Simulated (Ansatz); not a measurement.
**The equilibrium volume of CuO, sorted by core time**

Symmetry: Cc, No. 9, monoclinic system. The conventional cell has a = 4.689 Å, b = 3.427 Å, c = 5.132 Å, α = 90.00°, β = 99.65°, γ = 90.00°. Cu (site symmetry 1) is surrounded by 4 O at 1.91 to 2.02 Å. Around O (site symmetry 1) lie 4 Cu at 1.91 to 2.02 Å.

| rung | level | program and potentials | cutoff (eV) | k mesh | smearing | core time | chip | equilibrium volume (Å³/atom) | notes |
| --- | --- | --- | --- | --- | --- | --- | --- | --- | --- |
| GGA | BLYP | Ansatz, Ansatz PAW | 420 | 10 × 10 × 5 | fermi-dirac 0.05 | 5 min | Arm Neoverse V2 | 11.65 | potentials made for PBE, which Ansatz adapts in part |
| LDA | LDA | Ansatz, Ansatz PAW | 420 | 10 × 10 × 5 | fermi-dirac 0.05 | 5.2 min | Arm Neoverse V2 | 10.27 | potentials made for PBE, which Ansatz adapts in part |
| GGA + dispersion | PBEsol+D3(BJ) | Ansatz, Ansatz PAW | 420 | 10 × 10 × 5 | fermi-dirac 0.05 | 7.1 min | Arm Neoverse V1 | 10.43 | potentials made for PBE, which Ansatz adapts in part |
| GGA + dispersion | BLYP+D3(BJ) | Ansatz, Ansatz PAW | 420 | 10 × 10 × 5 | fermi-dirac 0.05 | 7.4 min | Arm Neoverse V1 | (a) | potentials made for PBE, which Ansatz adapts in part |
| LDA + U (4.5 eV) | LDA+U (Cu d U = 4.5 eV, fll (the default)) | Ansatz, Ansatz PAW | 420 | 10 × 10 × 5 | fermi-dirac 0.05 | 9.4 min | Arm Neoverse V1 | 10.40 | potentials made for PBE, which Ansatz adapts in part |
| LDA + U (5.3 eV) | LDA+U (Cu d U = 5.3 eV, fll (the default)) | Ansatz, Ansatz PAW | 420 | 10 × 10 × 5 | fermi-dirac 0.05 | 9.4 min | Arm Neoverse V2 | 10.43 | potentials made for PBE, which Ansatz adapts in part |
| GGA + U (4.5 eV) | PBEsol+U (Cu d U = 4.5 eV, fll (the default)) | Ansatz, Ansatz PAW | 420 | 10 × 10 × 5 | fermi-dirac 0.05 | 9.5 min | Arm Neoverse V1 | 10.82 | potentials made for PBE, which Ansatz adapts in part |
| meta-GGA + dispersion | r2SCAN+D3(BJ) | Ansatz, Ansatz PAW | 500 | 10 × 10 × 5 | fermi-dirac 0.05 | 12 min | Arm Neoverse V1 | 10.60 | potentials made for PBE, which Ansatz adapts in part |

Times are single runs on shared hosts and different chips, so they are rough; meshes, cutoffs and the tasks' sizes weigh on the time. Task: relaxation of cell and atoms. All rows: no spin polarisation. Smearing widths are in eV. For a metal such meshes aren't converged. Meshes are those of the run's cell of 4 atoms unless a note names another. Relaxations start from the cell shown or near it and stop with a little pressure left. Runs on faulty files, with rough fits or with known faults for this quantity aren't shown. PBE isn't shown for this crystal. No row holds spin-orbit coupling.

Q: Estimate the value left out from the other rows.

A: (a) 10.98 Å³/atom.
